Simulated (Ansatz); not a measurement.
The system is SnO2.

```
CELL_PARAMETERS angstrom
5.17526 0.00000 0.00000
0.00000 5.17526 0.00000
0.00000 0.00000 5.17526
ATOMIC_POSITIONS crystal
Sn 0.00000 0.00000 0.00000
Sn 0.50000 0.00000 0.50000
Sn 0.50000 0.50000 0.00000
Sn 0.00000 0.50000 0.50000
O 0.66110 0.83890 0.16110
O 0.83890 0.16110 0.66110
O 0.16110 0.66110 0.83890
O 0.33890 0.33890 0.33890
O 0.66110 0.66110 0.66110
O 0.83890 0.33890 0.16110
O 0.16110 0.83890 0.33890
O 0.33890 0.16110 0.83890
```

Measurements of this composition are mostly on another form, of space group No. 136.

- Program: Ansatz 0.2.0
- Task: relaxation of cell and atoms
- Functional: RPBE
- Potentials or basis: Ansatz PAW
- Cutoff: 420 eV (not typed: the program's choice for these potentials)
- k mesh: 5 × 5 × 5
- Occupations: fermi-dirac, width 0.05 eV
- Spin: no spin polarisation

At the start: volume 11.55 Å³/atom.

How do energy, volume and symmetry change on relaxing?

It ends after 5 steps and the volume is 11.78 Å³/atom (+2.0 %); space group Pa-3 (No. 205, to 0.05 Å).

Step by step:
| step | energy change (eV) | largest force (eV/Å) | volume (Å³) |
| --- | --- | --- | --- |
| 1 | 0.0000 | 0.0146 | 138.61 |
| 2 | -0.0165 | 0.0003 | 141.26 |
| 3 | -0.0313 | 0.0001 | 141.26 |
| 4 | -0.0309 | 0.0000 | 141.35 |
| 5 | -0.0316 | 0.0000 | 141.35 |

Final structure:
```yaml
crystal:
  lattice:
    - [5.20911, 0.00000, 0.00000]
    - [0.00000, 5.20911, 0.00000]
    - [0.00000, 0.00000, 5.20911]
  atoms:
    - { symbol: Sn, position: [0.00000, 0.00000, 0.00000] }
    - { symbol: Sn, position: [0.50000, 0.00000, 0.50000] }
    - { symbol: Sn, position: [0.50000, 0.50000, 0.00000] }
    - { symbol: Sn, position: [0.00000, 0.50000, 0.50000] }
    - { symbol: O, position: [0.66119, 0.83881, 0.16119] }
    - { symbol: O, position: [0.83881, 0.16119, 0.66119] }
    - { symbol: O, position: [0.16119, 0.66119, 0.83881] }
    - { symbol: O, position: [0.33881, 0.33881, 0.33881] }
    - { symbol: O, position: [0.66119, 0.66119, 0.66119] }
    - { symbol: O, position: [0.83881, 0.33881, 0.16119] }
    - { symbol: O, position: [0.16119, 0.83881, 0.33881] }
    - { symbol: O, position: [0.33881, 0.16119, 0.83881] }
```

Caveat: the plane-wave basis is chosen anew once the cell has moved, so the energies of steps on either side of that aren't comparable; the pressure holds a Pulay correction of +0.8 GPa for the finite cutoff; the PAW data sets come from PBE, with cores solved anew for the run's functional, which leaves a small shift of forces and pressure.
